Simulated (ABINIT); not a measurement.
# SiC (Moissanite) (P6_3mc) in ABINIT: further runs, part 2 of 2

ABINIT 10.8.3 (patched build). The steps go on from the part before.

**3. Single point, LDA**

File run.abi:

```
pp_dirpath "./"
pseudos "Si.upf, C.upf"

acell 3*1.0
rprim
     5.8127975593     0.0000000000     0.0000000000
    -2.9063987797     5.0340303534     0.0000000000
     0.0000000000     0.0000000000     9.5393374771
ntypat 2
znucl 14 6
natom 4
typat 1 1 2 2
xcart
     2.9063987800     1.6780101176     4.7696687386
    -0.0000000003     3.3560202358     0.0000000000
     2.9063987800     1.6780101176     8.4423136672
    -0.0000000003     3.3560202358     3.6726449287

ecut 37.0

kptopt 1
ngkpt 8 8 4
nshiftk 1
shiftk 0.0 0.0 0.0

ixc 7

nband 12
occopt 3
tsmear 0.00183747

nstep 100
tolvrs 1.0e-10

iomode 3
prtwf 0
prtden 0
prteig 0
prtebands 0
enunit 2
```

Potentials or basis: PseudoDojo NC SR LDA v0.4.1 standard.

Started as:

```sh
> abinit run.abi > log 2>&1
```

Wall time 27 s (1 thread of Arm Neoverse V1, shared host); peak memory 0.08 GiB.

It converged, with:

```yaml
Free_energy: -561.4044 eV
Pressure: -4.8 GPa
Largest_force: 0.728 eV/Å
Band_gap_on_the_k_mesh: 2.48 eV, indirect (least direct gap 4.00 eV)
Valence_electrons_inside_the_program's_atomic_spheres: Si 1.97; C 4.23
```

Forces on the atoms (eV/Å):
```
Si   0.000  0.000  0.728
Si   0.000  0.000  0.728
C    0.000  0.000 -0.728
C    0.000  0.000 -0.728
```

Stress tensor (GPa, compression positive):
```
-3.37  0.00  0.00
 0.00 -3.37  0.00
 0.00  0.00 -7.53
```

Levels at points of the mesh, in eV from the valence-band top:
```
           k point  band 5  band 6  band 7  band 8  band 9  band 10  band 11  band 12
(0.00, 0.00, 0.00)   -1.56   -0.27   -0.27    0.00    4.58     6.03     6.41     6.41
(0.50, 0.00, 0.00)   -5.44   -3.55   -3.28   -1.49    2.51     4.14     6.68     7.14
(0.00, 0.00, 0.50)   -0.97   -0.97   -0.97   -0.97    5.65     5.65     7.09     7.09
(0.50, 0.00, 0.50)   -2.69   -2.69   -2.34   -2.34    3.11     3.11     4.90     4.90
```

A k mesh can miss the band edges. As with any semilocal functional, this LDA gap is likely too small.

**4. Relaxation of cell and atoms, LDA**

File run.abi:

```
pp_dirpath "./"
pseudos "Si.upf, C.upf"

acell 3.076 3.076 5.048 Angstrom
rprim
     1.0000000000     0.0000000000     0.0000000000
    -0.5000000000     0.8660254038     0.0000000000
     0.0000000000     0.0000000000     1.0000000000
ntypat 2
znucl 14 6
natom 4
typat 1 1 2 2
chkprim 0
chksymtnons 0
tolsym 1.0e-6
xred
            2/3            1/3            1/2
            1/3            2/3            0.0
            2/3            1/3   0.8850000000
            1/3            2/3   0.3850000000

ecut 37.0
ecutsm 0.5

kptopt 1
ngkpt 8 8 4
nshiftk 1
shiftk 0.0 0.0 0.0

ixc 7

nband 12
occopt 3
tsmear 0.00183747

nstep 80
tolvrs 1.0e-12

iomode 3
prteig 0
prtebands 0
prtwf 0
prtden 0

ionmov 22
optcell 2
ntime 50
tolmxf 2.0e-5
dilatmx 1.08
```

Started as:

```sh
> abinit run.abi > log 2>&1
```

Run time: 4.7 min. Hardware: 1 thread of Arm Neoverse V1, shared host; peak memory 0.09 GiB.

The run converged. Its results:

* Free energy: -561.4514 eV
* Relaxed volume: 10.12 Å³/atom
* Relaxed cell: a = 3.054 Å, b = 3.054 Å, c = 5.012 Å, α = 90.00°, β = 90.00°, γ = 120.00°
* Space group after relaxing (to 0.05 Å): P6_3mc (No. 186)
* Energy gained by relaxing: 11.9 meV/atom
* Ionic steps: 9
* Pressure after relaxing: 0.0 GPa
* Band gap on the k mesh: 2.40 eV, indirect (least direct gap 3.94 eV)

Step by step:
| step | energy change (eV) | largest force (eV/Å) | pressure (GPa) | volume (Å³) |
| --- | --- | --- | --- | --- |
| 1 | 0.0000 | 0.7284 | -4.42 | 41.36 |
| 2 | -0.0309 | 0.4888 | -1.68 | 40.81 |
| 3 | -0.0456 | 0.1251 | -0.65 | 40.60 |
| 4 | -0.0468 | 0.0039 | -0.51 | 40.58 |
| 5 | -0.0471 | 0.0184 | -0.33 | 40.55 |
| 6 | -0.0478 | 0.0164 | -0.02 | 40.49 |
| 7 | -0.0478 | 0.0010 | 0.04 | 40.48 |
| 8 | -0.0478 | 0.0004 | 0.02 | 40.49 |
| 9 | -0.0478 | 0.0005 | 0.00 | 40.49 |

Final structure:
```xyz
4
Lattice="3.0542 0.0000 0.0000 -1.5271 2.6450 0.0000 0.0000 0.0000 5.0121" Properties=species:S:1:pos:R:3 pbc="T T T"
Si    1.5271    0.8817    2.5290
Si    0.0000    1.7633    0.0230
C     1.5271    0.8817    4.4128
C     0.0000    1.7633    1.9067
```

**5. Single point, LDA (cell relaxed)**

File run.abi:

```
# Pseudopotentials
pp_dirpath "./"
pseudos "Si.upf, C.upf"

# Structure
acell 3.05418542 3.0541854186 5.01211416 Angstrom
rprim
     1.0000000000     0.0000000000     0.0000000000
    -0.5000000002     0.8660254037     0.0000000000
     0.0000000000     0.0000000000     1.0000000000
ntypat 2
znucl 14 6
natom 4
typat 1 1 2 2
xred
     0.6666666700     0.3333333300     0.5045793900
     0.3333333300     0.6666666700     0.0045793900
     0.6666666700     0.3333333300     0.8804206100
     0.3333333300     0.6666666700     0.3804206100
chkprim 0
chksymtnons 0
tolsym 1.0e-6

# Plane-wave basis
ecut 37.0

# k points
kptopt 1
ngkpt 8 8 4
nshiftk 1
shiftk 0.0 0.0 0.0

# Exchange and correlation
ixc 7

# Bands and occupations
nband 12
occopt 3
tsmear 0.05 eV

# SCF cycle
nstep 100
tolvrs 1.0e-10

# Output
iomode 3
prtwf 0
prtden 0
prteig 0
prtebands 0
```

Started as:

```sh
> abinit run.abi > log 2>&1
```

Wall time 28 s (1 thread of Arm Neoverse V1, shared host); peak memory 0.08 GiB.

It converged, with:

```yaml
Free_energy: -561.4522 eV
Pressure: -0.3 GPa
Band_gap_on_the_k_mesh: 2.40 eV, indirect (least direct gap 3.94 eV)
Valence_electrons_inside_the_program's_atomic_spheres: Si 1.99; C 4.28
```

Levels at points of the mesh, in eV from the valence-band top:
```tsv
k point	band 5	band 6	band 7	band 8	band 9	band 10	band 11	band 12
(0.00, 0.00, 0.00)	-1.33	-0.11	0.00	0.00	4.94	6.44	6.69	6.69
(0.50, 0.00, 0.00)	-5.52	-3.37	-3.37	-1.21	2.73	4.18	6.98	7.14
(0.00, 0.00, 0.50)	-0.72	-0.72	-0.72	-0.72	6.02	6.02	7.38	7.38
(0.50, 0.00, 0.50)	-2.48	-2.48	-2.35	-2.35	3.28	3.28	5.26	5.26
```

**6. Single point, PBEsol**

File run.abi:

```
# Pseudopotentials
pp_dirpath "./"
pseudos "Si.upf, C.upf"

# Structure
acell 3.076 3.076 5.048 Angstrom
rprim
     1.0000000000     0.0000000000     0.0000000000
    -0.5000000000     0.8660254038     0.0000000000
     0.0000000000     0.0000000000     1.0000000000
ntypat 2
znucl 14 6
natom 4
typat 1 1 2 2
xred
     0.6666666667     0.3333333333     0.5000000000
     0.3333333333     0.6666666667     0.0000000000
     0.6666666667     0.3333333333     0.8850000000
     0.3333333333     0.6666666667     0.3850000000

# Plane-wave basis
ecut 37.0

# k points
kptopt 1
ngkpt 8 8 4
nshiftk 1
shiftk 0.0 0.0 0.0

# Exchange and correlation
ixc -116133

# Bands and occupations
nband 12
occopt 3
tsmear 0.05 eV

# SCF cycle
nstep 100
tolvrs 1.0e-10

# Output
iomode 3
prtwf 0
prtden 0
prteig 0
prtebands 0
enunit 2
```

Potentials or basis: PseudoDojo NC SR PBEsol v0.4.1 standard.

Started as:

```sh
> abinit run.abi > log 2>&1
```

run.abo:

```text
.Version 10.8.3 of ABINIT
 Symmetries : space group P6_3 m c (#186); Bravais hP (primitive hexag.)
================================================================================
 Values of the parameters that define the memory need of the present run
     intxc =       0    ionmov =       0      iscf =       7    lmnmax =       6
     lnmax =       6     mgfft =      54  mpssoang =       3    mqgrid =    3001
     natom =       4  nloc_mem =       1    nspden =       1   nspinor =       1
    nsppol =       1      nsym =      12    n1xccc =    2501    ntypat =       2
    occopt =       3   xclevel =       2
       mpw =        3024          nfft =       55296          nkpt =          30
================================================================================
================================================================================

--------------------------------------------------------------------------------
------------- Echo of variables that govern the present computation ------------
--------------------------------------------------------------------------------
 -outvars: echo values of preprocessed input variables --------
            acell      5.8127975633E+00  5.8127975633E+00  9.5393374836E+00 Bohr
              amu      2.80855000E+01  1.20110000E+01
             ecut      3.70000000E+01 Hartree
           enunit           2
              ixc     -116133
         kptrlatt        8    0    0      0    8    0      0    0    4
          kptrlen      3.81573499E+01
            natom           4
[... 199 lines left out ...]
'-kT*entropy'       : -5.55302641033998E-14
total_energy        : -2.05102752991153E+01
total_energy_eV     : -5.58113023175631E+02
band_energy         :  6.72775733515872E-01
...

 Cartesian components of stress tensor (hartree/bohr^3)
  sigma(1 1)= -5.89117823E-05  sigma(3 2)=  0.00000000E+00
  sigma(2 2)= -5.89117825E-05  sigma(3 1)=  0.00000000E+00
  sigma(3 3)=  1.10715216E-04  sigma(2 1)=  0.00000000E+00

-Cartesian components of stress tensor (GPa)         [Pressure=  6.9712E-02 GPa]
- sigma(1 1)= -1.73324448E+00  sigma(3 2)=  0.00000000E+00
- sigma(2 2)= -1.73324448E+00  sigma(3 1)=  0.00000000E+00
- sigma(3 3)=  3.25735412E+00  sigma(2 1)=  0.00000000E+00

== END DATASET(S) ==============================================================
================================================================================

 -outvars: echo values of variables after computation  --------
            acell      5.8127975633E+00  5.8127975633E+00  9.5393374836E+00 Bohr
           etotal     -2.0510275299E+01
            fcart     -1.8529083071E-28 -1.0697771099E-28  1.4647816156E-02
                       1.8529083071E-28  1.0697771099E-28  1.4647816156E-02
                      -0.0000000000E+00 -0.0000000000E+00 -1.4647816156E-02
                      -0.0000000000E+00 -0.0000000000E+00 -1.4647816156E-02
            rprim      1.0000000000E+00  0.0000000000E+00  0.0000000000E+00
                      -5.0000000000E-01  8.6602540380E-01  0.0000000000E+00
                       0.0000000000E+00  0.0000000000E+00  1.0000000000E+00
           strten     -5.8911782318E-05 -5.8911782497E-05  1.1071521633E-04
                       0.0000000000E+00  0.0000000000E+00  0.0000000000E+00
           xangst      1.5380000000E+00  8.8796471403E-01  2.5240000000E+00
                      -2.8748683756E-17  1.7759294281E+00  0.0000000000E+00
                       1.5380000000E+00  8.8796471403E-01  4.4674800000E+00
                      -2.8748683756E-17  1.7759294281E+00  1.9434800000E+00
             xred      6.6666666667E-01  3.3333333333E-01  5.0000000000E-01
                       3.3333333333E-01  6.6666666667E-01  0.0000000000E+00
                       6.6666666667E-01  3.3333333333E-01  8.8500000000E-01
                       3.3333333333E-01  6.6666666667E-01  3.8500000000E-01
 Calculation completed.
```

It took 28 s on 1 thread of Arm Neoverse V1, shared host; peak memory 0.08 GiB.

Results:

- Free energy: -558.1130 eV
- Pressure: 0.1 GPa
- Largest force: 0.753 eV/Å
- Band gap on the k mesh: 2.43 eV, indirect (least direct gap 3.96 eV)
- Valence electrons inside the program's atomic spheres: Si 1.95; C 4.23

Forces in eV/Å, atoms in the order of the input:
```
Si   0.000  0.000  0.753
Si   0.000  0.000  0.753
C    0.000  0.000 -0.753
C    0.000  0.000 -0.753
```

A k mesh can miss the band edges. PBEsol gaps usually lie below the measured ones, often by a third to a half.

**7. Overview**

| task | level | potentials or basis | cell | cell freedom (optcell) | optimiser (ionmov) | cutoff smearing ecutsm (Ha) | force stop (Ha/bohr) | gap on the mesh (eV) | pressure (GPa) | largest force (eV/Å) |
| --- | --- | --- | --- | --- | --- | --- | --- | --- | --- | --- |
| single point | PBE | PseudoDojo NC SR PBE v0.4.1 standard | as given | - | - | - | - | 2.59 | 3.4 | 0.76 |
| single point | LDA | PseudoDojo NC SR LDA v0.4.1 standard | as given | - | - | - | - | 2.48 | -4.8 | 0.73 |
| relaxation of cell and atoms | LDA | PseudoDojo NC SR LDA v0.4.1 standard | relaxed | 2 | 22 | 0.5 | 2e-05 | 2.40 | 0.0 | - |
| single point | LDA | PseudoDojo NC SR LDA v0.4.1 standard | cell relaxed | - | - | - | - | 2.40 | -0.3 | - |
| single point | PBEsol | PseudoDojo NC SR PBEsol v0.4.1 standard | as given | - | - | - | - | 2.43 | 0.1 | 0.75 |

Alike in all rows: no spin polarisation; k mesh 8 × 8 × 4; cutoff (eV) 1007; smearing fermi-dirac 0.05 eV.

Total energies depend on the potentials used, so only differences within one code and one set of settings carry meaning.
